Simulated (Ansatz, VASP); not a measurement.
**Two plane-wave programs on PbSe**

File INCAR:

```
PREC = Accurate
ENCUT = 520
EDIFF = 1E-6
ISMEAR = 0
SIGMA = 0.05
LREAL = False
LASPH = True
NELM = 80
ALGO = Normal
ISIF = 2
LWAVE = False
LCHARG = False
GGA = PS
IVDW = 12
NBANDS = 17
```

KPOINTS

```
Automatic mesh
0
Gamma
  6 6 6
```

The input POSCAR:

```
PbSe
1.0
    0.0000000000      2.9884663696      2.9884663696
    2.9884663696      0.0000000000      2.9884663696
    2.9884663696      2.9884663696      0.0000000000
Pb Se
1 1
Direct
    0.5000000000      0.5000000000      0.5000000000
    0.0000000000      0.0000000000      0.0000000000
```

Input for Ansatz:

```yaml
crystal:
  lattice:
    - [0.0, 2.9884663696, 2.9884663696]
    - [2.9884663696, 0.0, 2.9884663696]
    - [2.9884663696, 2.9884663696, 0.0]
  atoms:
    - { symbol: Pb, position: [0.5, 0.5, 0.5] }
    - { symbol: Se, position: [0.0, 0.0, 0.0] }
basis:
  ecutwfc: 420
  ecutrho_ratio: 4
kpoints:
  mp_grid: { grid: [6, 6, 6] }
hamiltonian:
  xc: pbesol
  dispersion: d3bj
scf:
  occupations: { method: gaussian, width: 0.05 }
output:
  forces: true
  stress: true
  eigenvalues: true
```

Alike in both runs: task single point; functional PBEsol; dispersion D3(BJ); k mesh 6 × 6 × 6; occupations gaussian, width 0.05 eV; no spin polarisation.

|  | VASP | Ansatz |
| --- | --- | --- |
| version | VASP 6.6.1 | Ansatz 0.2.0 |
| potentials or method | VASP PAW PBE potentials, release 64 (Pb_d, Se) | scalar-relativistic, plane waves, PAW |
| plane-wave cutoff (eV) | 520 | 420 |
| valence electrons in the cell | 20 | 30 |

VASP gave:

- gap on the k mesh at the Fermi level (eV): 0.06
- least direct gap on the mesh (eV): 0.06
- pressure (GPa): 1.1
- dispersion energy (meV/atom): -385.1

Problem. Estimate Ansatz's values.

Solution. gap on the k mesh at the Fermi level (eV): 0.06; least direct gap on the mesh (eV): 0.06; pressure (GPa): 1.1; dispersion energy (meV/atom): -385.2.

The two sets of potentials don't hold the same shells in valence.

Caveats: the PAW data sets were made with another functional, which shifts forces and pressure a little (VASP); spin-orbit coupling is left out, which as a rule narrows the gap of such compounds by several tenths of an eV.
